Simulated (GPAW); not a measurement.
# Cu (Fm-3m) in GPAW: further runs

One crystal, Cu, is run at these levels: PBE; tasks: single point.

Everything below comes from runs of GPAW 26.7.0. Logs are shortened: lines on timing, memory, paths and dates and some standing lists are left out, and cuts for length are marked. The log counts tension as positive stress, the text compression.

### Step 1. The crystal as given

Symmetry: Fm-3m, No. 225, cubic system. The conventional cell has a = 3.615 Å, b = 3.615 Å, c = 3.615 Å, α = 90.00°, β = 90.00°, γ = 90.00°. Cu (site symmetry m-3m) is surrounded by 12 Cu at 2.56 Å.

### Step 2. Single point, PBE

File run.py:

```python
from ase import Atoms
from ase.dft.bandgap import bandgap
from ase.io import write
from ase.units import Bohr, GPa
from gpaw import GPAW, PW
from gpaw.elf import elf_from_dft_calculation

atoms = Atoms(['Cu'],
              cell=[[0.0, 1.8075, 1.8075],
                    [1.8075, 0.0, 1.8075],
                    [1.8075, 1.8075, 0.0]],
              scaled_positions=[[0.0, 0.0, 0.0]],
              pbc=True)

calc = GPAW(mode=PW(600),
            xc='PBE',
            kpts={'size': (13, 13, 13), 'gamma': True},
            occupations={'name': 'methfessel-paxton', 'order': 0, 'width': 0.023},
            nbands=14,
            convergence={'density': 1e-05, 'energy': 1e-05},
            maxiter=150,
            txt='gpaw.txt')
atoms.calc = calc
energy = atoms.get_potential_energy()
forces = atoms.get_forces()
stress = atoms.get_stress()
calc.write('gs.gpw')
write('result.traj', atoms)
print(f'Energy: {energy:.6f} eV')
print('Forces (eV/A):')
print(forces.round(4))
print('Stress (GPa):', (stress / GPa).round(3))
print('Fermi level:', round(calc.get_fermi_level(), 4), 'eV')
print(f'Gap: {bandgap(calc)[0]:.4f} eV, direct: {bandgap(calc, direct=True)[0]:.4f} eV')

# fields on the real-space grid
write('density.cube', atoms, data=calc.get_pseudo_density() * Bohr**3)
write('potential.cube', atoms, data=calc.get_electrostatic_potential())
write('elf.cube', atoms, data=elf_from_dft_calculation(calc).data)
```

Potentials or basis: GPAW PAW data sets (gpaw-data 1.2.1), pw.

Run with:

```console
OMP_NUM_THREADS=1 python run.py
```

gpaw.txt:

```text
__  _  _
 | _ |_)|_||  |
 |__||  | ||/\| - 26.7.0

Input parameters:
  mode=PW(ecut=600.0),
  convergence={'density': 1e-05, 'energy': 1e-05},
  kpts=MonkhorstPack(size=(13, 13, 13), gamma=True),
  maxiter=150,
  nbands=14,
  occupations=Occupations(name='methfessel-paxton', order=0, width=0.023),
  xc=XC(name='PBE')

Diagonalizing LCAO Hamiltonian
Converting LCAO to pw mode

       Cu

Atoms  # Å, Bohr magnetons
|   | symbol |        x |        y |        z |    initial magnetic moments |
|---|--------|----------|----------|----------|-----------------------------|
| 0 |     Cu | 0.000000 | 0.000000 | 0.000000 | ( 0.0000,  0.0000,  0.0000) |

Unit cell  # Å
| periodic |        x |        y |        z |  lengths |    angles |
|----------|----------|----------|----------|----------|-----------|
|      yes | 0.000000 | 1.807500 | 1.807500 | 2.556191 | 60.000000 |
|      yes | 1.807500 | 0.000000 | 1.807500 | 2.556191 | 60.000000 |
|      yes | 1.807500 | 1.807500 | 0.000000 | 2.556191 | 60.000000 |

Number of symmetries: 48
Symmetry operations  # r_c * U_cc + t_c -> r_c
|    | kind |            matrix            |
|----|------|------------------------------|
|  0 |  σ   |  1, 0, 0,  1, 0,-1,  1,-1, 0 |
|  1 |  C2  |  1, 0, 0,  1,-1, 0,  1, 0,-1 |
|  2 |  E   |  1, 0, 0,  0, 1, 0,  0, 0, 1 |
|  3 |  σ   |  1, 0, 0,  0, 0, 1,  0, 1, 0 |
|  4 |  C4  |  1, 0,-1,  1, 0, 0,  1,-1, 0 |
|  5 |  S6  |  1, 0,-1,  1,-1, 0,  1, 0, 0 |
|  6 |  σ   |  1, 0,-1,  0, 1,-1,  0, 0,-1 |
|  7 |  C3  |  1, 0,-1,  0, 0,-1,  0, 1,-1 |
|  8 |  S6  |  1,-1, 0,  1, 0, 0,  1, 0,-1 |
|  9 |  C4  |  1,-1, 0,  1, 0,-1,  1, 0, 0 |
| 10 |  C3  |  1,-1, 0,  0,-1, 1,  0,-1, 0 |
| 11 |  σ   |  1,-1, 0,  0,-1, 0,  0,-1, 1 |
| 12 |  σ   |  0, 1, 0,  1, 0, 0,  0, 0, 1 |
| 13 |  C4  |  0, 1, 0,  0, 1,-1, -1, 1, 0 |
| 14 |  C3  |  0, 1, 0,  0, 0, 1,  1, 0, 0 |
| 15 |  S6  |  0, 1, 0, -1, 1, 0,  0, 1,-1 |
| 16 |  C2  |  0, 1,-1,  1, 0,-1,  0, 0,-1 |
| 17 |  σ   |  0, 1,-1,  0, 1, 0, -1, 1, 0 |
| 18 |  S4  |  0, 1,-1,  0, 0,-1,  1, 0,-1 |
| 19 |  C4  |  0, 1,-1, -1, 1, 0,  0, 1, 0 |
| 20 |  C3  |  0, 0, 1,  1, 0, 0,  0, 1, 0 |
| 21 |  σ   |  0, 0, 1,  0, 1, 0,  1, 0, 0 |
| 22 |  S6  |  0, 0, 1,  0,-1, 1, -1, 0, 1 |
| 23 |  C4  |  0, 0, 1, -1, 0, 1,  0,-1, 1 |
| 24 |  S4  |  0, 0,-1,  1, 0,-1,  0, 1,-1 |
| 25 |  C3  |  0, 0,-1,  0, 1,-1,  1, 0,-1 |
| 26 |  C2  |  0, 0,-1,  0,-1, 0, -1, 0, 0 |
| 27 |  S6  |  0, 0,-1, -1, 0, 0,  0,-1, 0 |
| 28 |  S4  |  0,-1, 1,  1,-1, 0,  0,-1, 0 |
| 29 |  C4  |  0,-1, 1,  0, 0, 1, -1, 0, 1 |
| 30 |  C2  |  0,-1, 1,  0,-1, 0,  1,-1, 0 |
| 31 |  σ   |  0,-1, 1, -1, 0, 1,  0, 0, 1 |
| 32 |  C3  |  0,-1, 0,  1,-1, 0,  0,-1, 1 |
| 33 |  S6  |  0,-1, 0,  0, 0,-1, -1, 0, 0 |
| 34 |  S4  |  0,-1, 0,  0,-1, 1,  1,-1, 0 |
| 35 |  C2  |  0,-1, 0, -1, 0, 0,  0, 0,-1 |
| 36 |  C2  | -1, 1, 0,  0, 1, 0,  0, 1,-1 |
| 37 |  S6  | -1, 1, 0,  0, 1,-1,  0, 1, 0 |
| 38 |  S4  | -1, 1, 0, -1, 0, 1, -1, 0, 0 |
| 39 |  C3  | -1, 1, 0, -1, 0, 0, -1, 0, 1 |
| 40 |  S6  | -1, 0, 1,  0, 0, 1,  0,-1, 1 |
| 41 |  C2  | -1, 0, 1,  0,-1, 1,  0, 0, 1 |
| 42 |  C3  | -1, 0, 1, -1, 1, 0, -1, 0, 0 |
| 43 |  S4  | -1, 0, 1, -1, 0, 0, -1, 1, 0 |
| 44 |  C2  | -1, 0, 0,  0, 0,-1,  0,-1, 0 |
| 45 |  i   | -1, 0, 0,  0,-1, 0,  0, 0,-1 |
| 46 |  σ   | -1, 0, 0, -1, 1, 0, -1, 0, 1 |
| 47 |  C2  | -1, 0, 0, -1, 0, 1, -1, 1, 0 |

BZ-sampling:
  Number of BZ points: 2197
  Number of IBZ points: 84

  Monkhorst-Pack size: [13, 13, 13]
  Monkhorst-Pack shift: [0, 0, 0]

K-points  # in reciprocal-cell coordinates
|     |                                coordinates |     weight |
|-----|--------------------------------------------|------------|
|   0 | (  0.00000000,   0.00000000,   0.00000000) | 0.00045517 |
|   1 | (  0.07692308,   0.07692308,   0.00000000) | 0.00273100 |
|   2 | (  0.07692308,   0.07692308,   0.07692308) | 0.00364133 |
|   3 | (  0.15384615,   0.07692308,   0.07692308) | 0.00546199 |
|   4 | (  0.15384615,   0.15384615,   0.00000000) | 0.00273100 |
|   5 | (  0.15384615,   0.15384615,   0.07692308) | 0.01092399 |
|   6 | (  0.15384615,   0.15384615,   0.15384615) | 0.00364133 |
|   7 | (  0.23076923,   0.15384615,   0.07692308) | 0.01092399 |
|   8 | (  0.23076923,   0.15384615,   0.15384615) | 0.01092399 |
|   9 | (  0.23076923,   0.23076923,   0.00000000) | 0.00273100 |
| ... |                                            |            |
|  83 | (  0.46153846,   0.46153846,   0.46153846) | 0.00364133 |

Plane wave coefficients: 411
Cutoff: 600.0 eV

Spin-components: 1 (collinear spins)
Bands:           14
Projectors:      6
Spin-degeneracy: 2
Datatype:        complex128

Parallelization:
  kpt:    1
  domain: 1
  band:   1

Density:
  Valence electrons: 11.0
  Components: 1
  Grid points: [15 15 15]
  Charge: 0.0  # |e|

Potential:
  Grid points: [15 15 15]

species:
  Cu:
    name:    Copper
    Z:       29.0
    valence: 11
    core:    18
    charge:  0.0  # [|e|]
    compensation charges:
      type: gauss
      rc: 0.33  # [Å]
      lmax: 2
    cutoffs:
      filter: 2.06  # [Å]
      core: 2.43  # [Å]
    projectors
    | kind |    occ | energy [eV] | rcut [Å] |
    |------|--------|-------------|----------|
    |   4s |  1.000 |      -4.609 |    1.164 |
    |   4p |  0.000 |      -0.698 |    1.164 |
    |   3d | 10.000 |      -5.039 |    1.058 |
    |    s |        |      22.603 |    1.164 |
    |    p |        |      26.513 |    1.164 |
    |    d |        |      22.172 |    1.058 |

    Using partial waves for Cu as LCAO basis

Reference energy: -45021.451841  # eV

eigensolver:
  PPCG
  Converge bands: occupied
  niter=2

density mixing:
  MSR1-Mixer
  Pratt-step length: 0.05
  Maximum mixing coefficient: 0.75
  Old densities: 10
  SVD Regularization: 0.005
  Good broyden scale: 1.0
  Trust region scale: 1.0
  Backstep threshold: 4.0
  History deletion threshold: 6.0
  Fourier metric: weight=20.0, sigma=0.015

occupation numbers:
  Methfessel-Paxton:
    width: 0.0230  # eV
    order: 0

poisson solver:
  ecut: 4800.0  # eV

xc functional:
  name: PBE with 2 nearest neighbor stencil

convergence criteria:
- Maximum integral of absolute [dens]ity change: 1e-05 electrons / valence electron
- Maximum [total energy] change in last 3 cyles: 1e-05 eV / valence electron
- Maximum integral of absolute [eigenst]ate change: 4e-08 eV^2 / valence electron
maximum number of iterations: 150

SCF iterations
|iter     | |      energy | eigst |  dens |
|---------|-|-------------|-------|-------|
|iter:   1| |   -4.630529 | -0.41 |       |
|iter:   2| |   -4.257767 | -2.97 | -0.89 |
|iter:   3| |   -3.689590 | -1.93 | -0.99 |
|iter:   4| |   -3.679657 | -4.16 | -1.79 |
|iter:   5| |   -3.672400 | -3.55 | -1.95 |
|iter:   6| |   -3.672406 | -6.50 | -3.55 |
|iter:   7| |   -3.672404c| -6.20 | -3.56 |
|iter:   8| |   -3.672404c| -8.73c| -4.43 |
|iter:   9| |   -3.672404c| -8.42c| -5.14c|

Converged in 9 steps
Energy contributions relative to reference atoms: (reference = -45021.451841)

Energy contributions:
  Kinetic:         -11.947953
  Coulomb:           9.320084
  Zero:              0.051935
  External:          0.000000
  Xc:               -1.096380
  Entropy:          -0.000180
  Spinorbit:         0.000000
  ----------------------------
  Free energy:      -3.672494
  Extrapolated:     -3.672404

dipole moment: (-7.877806, -7.877806, -7.877806)  # |e|*Ang

Fermi level: 8.257
Eigenvalues  # (at kpt = [0.000, 0.000, 0.000])
| band index |      eig [eV] | occ [0-2] |
|------------|---------------|-----------|
|          0 |        -1.326 |     2.000 |
|          1 |         5.025 |     2.000 |
|          2 |         5.025 |     2.000 |
|          3 |         5.025 |     2.000 |
|          4 |         5.844 |     2.000 |
|          5 |         5.844 |     2.000 |
|          6 |        31.045 |     0.000 |
|          7 |        33.456 |     0.000 |
|          8 |        33.456 |     0.000 |
|          9 |        33.456 |     0.000 |
|         10 |        35.692 |     0.000 |
|         11 |        35.692 |     0.000 |
|         12 |        35.692 |     0.000 |
|         13 |        39.535 |     0.000 |

No gap
No difference between direct/indirect transitions

Forces  # eV/Ang
|       x |        y |        z |
|---------|----------|----------|
| 0.00000 | -0.00000 | -0.00000 |  # Cu   0

Stress tensor  # eV/Ang^3
|         x |         y |         z |
|-----------|-----------|-----------|
| -0.019156 | -0.000000 |  0.000000 |
| -0.000000 | -0.019156 |  0.000000 |
|  0.000000 |  0.000000 | -0.019156 |

# Writing to gs.gpw (mode='')
```

It took 11 s on 1 thread of Arm Neoverse V1, shared host; peak memory 0.13 GiB.

Results:

```yaml
Free_energy: -3.6725 eV
Pressure: 3.1 GPa
Band_gap_on_the_k_mesh: none (metal or under the smearing width)
```

Levels at points of the mesh, in eV from the Fermi level:
```csv
k point,band 3,band 4,band 5,band 6,band 7,band 8,band 9,band 10
"(0.00, 0.00, 0.00)",-3.23,-3.23,-2.41,-2.41,22.79,25.20,25.20,25.20
```

Caveat: with this Cu data set, volumes or pressures lay over 1.5 % or 2 GPa off other programs in two to four cells of ten.

### Step 3. Single point, PBE

File run.py:

```python
from ase.dft.bandgap import bandgap
from ase.io import read, write
from ase.units import GPa
from gpaw import GPAW, PW

atoms = read('POSCAR')

calc = GPAW(mode=PW(600),
            xc='PBE',
            kpts={'size': (13, 13, 13), 'gamma': True},
            occupations={'name': 'methfessel-paxton', 'order': 0, 'width': 0.024},
            nbands=14,
            convergence={'density': 1e-05, 'energy': 1e-05},
            maxiter=150,
            txt='gpaw.txt')
atoms.calc = calc
energy = atoms.get_potential_energy()
forces = atoms.get_forces()
stress = atoms.get_stress()
calc.write('gs.gpw')
write('result.traj', atoms)
print(f'Energy: {energy:.6f} eV')
print('Forces (eV/A):')
print(forces.round(4))
print('Stress (GPa):', (stress / GPa).round(3))
print('Fermi level:', round(calc.get_fermi_level(), 4), 'eV')
print(f'Gap: {bandgap(calc)[0]:.4f} eV, direct: {bandgap(calc, direct=True)[0]:.4f} eV')
```

File POSCAR:

```
Cu
1.0
    0.0000000000      1.8075000000      1.8075000000
    1.8075000000      0.0000000000      1.8075000000
    1.8075000000      1.8075000000      0.0000000000
Cu
1
Direct
    0.0000000000      0.0000000000      0.0000000000
```

Potentials or basis: GPAW PAW data sets (gpaw-data 1.2.1), pw.

Run with:

```console
OMP_NUM_THREADS=1 python run.py
```

Run time: 11 s. Hardware: 1 thread of Arm Neoverse V1, shared host; peak memory 0.13 GiB.

The run converged. Its results:

- Free energy: -3.6725 eV
- Pressure: 3.1 GPa
- Band gap on the k mesh: none (metal or under the smearing width)

Levels at points of the mesh, in eV from the Fermi level:
```tsv
k point	band 2	band 3	band 4	band 5	band 6	band 7	band 8	band 9	band 10
(0.00, 0.00, 0.00)	-3.23	-3.23	-3.23	-2.41	-2.41	22.79	25.20	25.20	25.20
```

Caveat: with this Cu data set, volumes or pressures lay over 1.5 % or 2 GPa off other programs in two to four cells of ten.

### Step 4. Single point, PBE

Edit run.py of step 3 so:

```diff
@@ -10,3 +10,3 @@
             kpts={'size': (13, 13, 13), 'gamma': True},
-            occupations={'name': 'methfessel-paxton', 'order': 0, 'width': 0.024},
+            occupations={'name': 'methfessel-paxton', 'order': 0, 'width': 0.025},
             nbands=14,
```

POSCAR is that of step 3.

Run with:

```console
OMP_NUM_THREADS=1 python run.py
```

Wall time 11 s (1 thread of Arm Neoverse V1, shared host); peak memory 0.13 GiB.

Results (log left out):

* Free energy: -3.6725 eV
* Pressure: 3.1 GPa
* Band gap on the k mesh: none (metal or under the smearing width)

Levels at points of the mesh, in eV from the Fermi level:
```csv
k point,band 3,band 4,band 5,band 6,band 7,band 8,band 9,band 10
"(0.00, 0.00, 0.00)",-3.23,-3.23,-2.41,-2.41,22.79,25.20,25.20,25.20
```

Caveat: with this Cu data set, volumes or pressures lay over 1.5 % or 2 GPa off other programs in two to four cells of ten.

### Step 5. Single point, PBE

Edit run.py of step 4 so:

```diff
@@ -2,4 +2,5 @@
 from ase.io import read, write
-from ase.units import GPa
+from ase.units import Bohr, GPa
 from gpaw import GPAW, PW
+from gpaw.elf import elf_from_dft_calculation
 
@@ -10,3 +11,3 @@
             kpts={'size': (13, 13, 13), 'gamma': True},
-            occupations={'name': 'methfessel-paxton', 'order': 0, 'width': 0.025},
+            occupations={'name': 'methfessel-paxton', 'order': 0, 'width': 0.026000000000000002},
             nbands=14,
@@ -27 +28,6 @@
 print(f'Gap: {bandgap(calc)[0]:.4f} eV, direct: {bandgap(calc, direct=True)[0]:.4f} eV')
+
+# fields on the real-space grid
+write('density.cube', atoms, data=calc.get_pseudo_density() * Bohr**3)
+write('potential.cube', atoms, data=calc.get_electrostatic_potential())
+write('elf.cube', atoms, data=elf_from_dft_calculation(calc).data)
```

POSCAR is that of step 4.

Potentials or basis: GPAW PAW data sets (gpaw-data 1.2.1), pw.

Run with:

```console
OMP_NUM_THREADS=1 python run.py
```

gpaw.txt:

```text
__  _  _
 | _ |_)|_||  |
 |__||  | ||/\| - 26.7.0

Input parameters:
  mode=PW(ecut=600.0),
  convergence={'density': 1e-05, 'energy': 1e-05},
  kpts=MonkhorstPack(size=(13, 13, 13), gamma=True),
  maxiter=150,
  nbands=14,
  occupations=Occupations(name='methfessel-paxton', order=0, width=0.026000000000000002),
  xc=XC(name='PBE')

Diagonalizing LCAO Hamiltonian
Converting LCAO to pw mode

       Cu

Atoms  # Å, Bohr magnetons
|   | symbol |        x |        y |        z |    initial magnetic moments |
|---|--------|----------|----------|----------|-----------------------------|
| 0 |     Cu | 0.000000 | 0.000000 | 0.000000 | ( 0.0000,  0.0000,  0.0000) |

Unit cell  # Å
| periodic |        x |        y |        z |  lengths |    angles |
|----------|----------|----------|----------|----------|-----------|
|      yes | 0.000000 | 1.807500 | 1.807500 | 2.556191 | 60.000000 |
|      yes | 1.807500 | 0.000000 | 1.807500 | 2.556191 | 60.000000 |
|      yes | 1.807500 | 1.807500 | 0.000000 | 2.556191 | 60.000000 |

Number of symmetries: 48
Symmetry operations  # r_c * U_cc + t_c -> r_c
|    | kind |            matrix            |
|----|------|------------------------------|
|  0 |  σ   |  1, 0, 0,  1, 0,-1,  1,-1, 0 |
|  1 |  C2  |  1, 0, 0,  1,-1, 0,  1, 0,-1 |
|  2 |  E   |  1, 0, 0,  0, 1, 0,  0, 0, 1 |
|  3 |  σ   |  1, 0, 0,  0, 0, 1,  0, 1, 0 |
|  4 |  C4  |  1, 0,-1,  1, 0, 0,  1,-1, 0 |
|  5 |  S6  |  1, 0,-1,  1,-1, 0,  1, 0, 0 |
|  6 |  σ   |  1, 0,-1,  0, 1,-1,  0, 0,-1 |
|  7 |  C3  |  1, 0,-1,  0, 0,-1,  0, 1,-1 |
|  8 |  S6  |  1,-1, 0,  1, 0, 0,  1, 0,-1 |
|  9 |  C4  |  1,-1, 0,  1, 0,-1,  1, 0, 0 |
| 10 |  C3  |  1,-1, 0,  0,-1, 1,  0,-1, 0 |
| 11 |  σ   |  1,-1, 0,  0,-1, 0,  0,-1, 1 |
| 12 |  σ   |  0, 1, 0,  1, 0, 0,  0, 0, 1 |
| 13 |  C4  |  0, 1, 0,  0, 1,-1, -1, 1, 0 |
| 14 |  C3  |  0, 1, 0,  0, 0, 1,  1, 0, 0 |
| 15 |  S6  |  0, 1, 0, -1, 1, 0,  0, 1,-1 |
| 16 |  C2  |  0, 1,-1,  1, 0,-1,  0, 0,-1 |
| 17 |  σ   |  0, 1,-1,  0, 1, 0, -1, 1, 0 |
| 18 |  S4  |  0, 1,-1,  0, 0,-1,  1, 0,-1 |
| 19 |  C4  |  0, 1,-1, -1, 1, 0,  0, 1, 0 |
| 20 |  C3  |  0, 0, 1,  1, 0, 0,  0, 1, 0 |
| 21 |  σ   |  0, 0, 1,  0, 1, 0,  1, 0, 0 |
| 22 |  S6  |  0, 0, 1,  0,-1, 1, -1, 0, 1 |
| 23 |  C4  |  0, 0, 1, -1, 0, 1,  0,-1, 1 |
| 24 |  S4  |  0, 0,-1,  1, 0,-1,  0, 1,-1 |
| 25 |  C3  |  0, 0,-1,  0, 1,-1,  1, 0,-1 |
| 26 |  C2  |  0, 0,-1,  0,-1, 0, -1, 0, 0 |
| 27 |  S6  |  0, 0,-1, -1, 0, 0,  0,-1, 0 |
| 28 |  S4  |  0,-1, 1,  1,-1, 0,  0,-1, 0 |
| 29 |  C4  |  0,-1, 1,  0, 0, 1, -1, 0, 1 |
| 30 |  C2  |  0,-1, 1,  0,-1, 0,  1,-1, 0 |
| 31 |  σ   |  0,-1, 1, -1, 0, 1,  0, 0, 1 |
| 32 |  C3  |  0,-1, 0,  1,-1, 0,  0,-1, 1 |
| 33 |  S6  |  0,-1, 0,  0, 0,-1, -1, 0, 0 |
| 34 |  S4  |  0,-1, 0,  0,-1, 1,  1,-1, 0 |
| 35 |  C2  |  0,-1, 0, -1, 0, 0,  0, 0,-1 |
[... 82 lines left out ...]

    Using partial waves for Cu as LCAO basis

Reference energy: -45021.451841  # eV

eigensolver:
  PPCG
  Converge bands: occupied
  niter=2

density mixing:
  MSR1-Mixer
  Pratt-step length: 0.05
  Maximum mixing coefficient: 0.75
  Old densities: 10
  SVD Regularization: 0.005
  Good broyden scale: 1.0
  Trust region scale: 1.0
  Backstep threshold: 4.0
  History deletion threshold: 6.0
  Fourier metric: weight=20.0, sigma=0.015

occupation numbers:
  Methfessel-Paxton:
    width: 0.0260  # eV
    order: 0

poisson solver:
  ecut: 4800.0  # eV

xc functional:
  name: PBE with 2 nearest neighbor stencil

convergence criteria:
- Maximum integral of absolute [dens]ity change: 1e-05 electrons / valence electron
- Maximum [total energy] change in last 3 cyles: 1e-05 eV / valence electron
- Maximum integral of absolute [eigenst]ate change: 4e-08 eV^2 / valence electron
maximum number of iterations: 150

SCF iterations
|iter     | |      energy | eigst |  dens |
|---------|-|-------------|-------|-------|
|iter:   1| |   -4.630532 | -0.41 |       |
|iter:   2| |   -4.257768 | -2.97 | -0.89 |
|iter:   3| |   -3.689552 | -1.93 | -0.99 |
|iter:   4| |   -3.679656 | -4.15 | -1.80 |
|iter:   5| |   -3.672402 | -3.55 | -1.95 |
|iter:   6| |   -3.672409 | -6.50 | -3.56 |
|iter:   7| |   -3.672406c| -6.20 | -3.56 |
|iter:   8| |   -3.672406c| -8.73c| -4.43 |
|iter:   9| |   -3.672406c| -8.41c| -5.14c|

Converged in 9 steps
Energy contributions relative to reference atoms: (reference = -45021.451841)

Energy contributions:
  Kinetic:         -11.946993
  Coulomb:           9.319324
  Zero:              0.051929
  External:          0.000000
  Xc:               -1.096554
  Entropy:          -0.000225
  Spinorbit:         0.000000
  ----------------------------
  Free energy:      -3.672519
  Extrapolated:     -3.672406

dipole moment: (-7.877779, -7.877779, -7.877779)  # |e|*Ang

Fermi level: 8.257
Eigenvalues  # (at kpt = [0.000, 0.000, 0.000])
| band index |      eig [eV] | occ [0-2] |
|------------|---------------|-----------|
|          0 |        -1.326 |     2.000 |
|          1 |         5.025 |     2.000 |
|          2 |         5.025 |     2.000 |
|          3 |         5.025 |     2.000 |
|          4 |         5.845 |     2.000 |
|          5 |         5.845 |     2.000 |
|          6 |        31.045 |     0.000 |
|          7 |        33.456 |     0.000 |
|          8 |        33.456 |     0.000 |
|          9 |        33.456 |     0.000 |
|         10 |        35.692 |     0.000 |
|         11 |        35.692 |     0.000 |
|         12 |        35.692 |     0.000 |
|         13 |        39.535 |     0.000 |

No gap
No difference between direct/indirect transitions

Forces  # eV/Ang
|       x |       y |       z |
|---------|---------|---------|
| 0.00000 | 0.00000 | 0.00000 |  # Cu   0

Stress tensor  # eV/Ang^3
|         x |         y |         z |
|-----------|-----------|-----------|
| -0.019151 |  0.000000 |  0.000000 |
|  0.000000 | -0.019151 |  0.000000 |
|  0.000000 |  0.000000 | -0.019151 |

# Writing to gs.gpw (mode='')
```

stdout:

```text
Energy: -3.672406 eV
Forces (eV/A):
[[0. 0. 0.]]
Stress (GPa): [-3.068 -3.068 -3.068  0.     0.     0.   ]
Fermi level: 8.2567 eV
Gap: 0.0000 eV, direct: 0.0000 eV
```

Run time: 12 s. Hardware: 1 thread of Arm Neoverse V1, shared host; peak memory 0.13 GiB.

Results:

```
Free energy            : -3.6725 eV
Pressure               : 3.1 GPa
Band gap on the k mesh : none (metal or under the smearing width)
```

Caveat: with this Cu data set, volumes or pressures lay over 1.5 % or 2 GPa off other programs in two to four cells of ten.

### Step 6. Overview

```tsv
smearing	gap on the mesh (eV)	pressure (GPa)
gaussian 0.023 eV	none	3.1
gaussian 0.024 eV	none	3.1
gaussian 0.025 eV	none	3.1
gaussian 0.026 eV	none	3.1
```

Alike in all rows: task single point; level PBE; potentials or basis GPAW PAW data sets (gpaw-data 1.2.1), pw; no spin polarisation; cell as given; k mesh 13 × 13 × 13; cutoff (eV) 600.

Every run on the cell as given and a fine mesh finds a metal.

Caveats: with this Cu data set, volumes or pressures lay over 1.5 % or 2 GPa off other programs in two to four cells of ten.

Absolute energies hang on the potentials; compare differences alone.
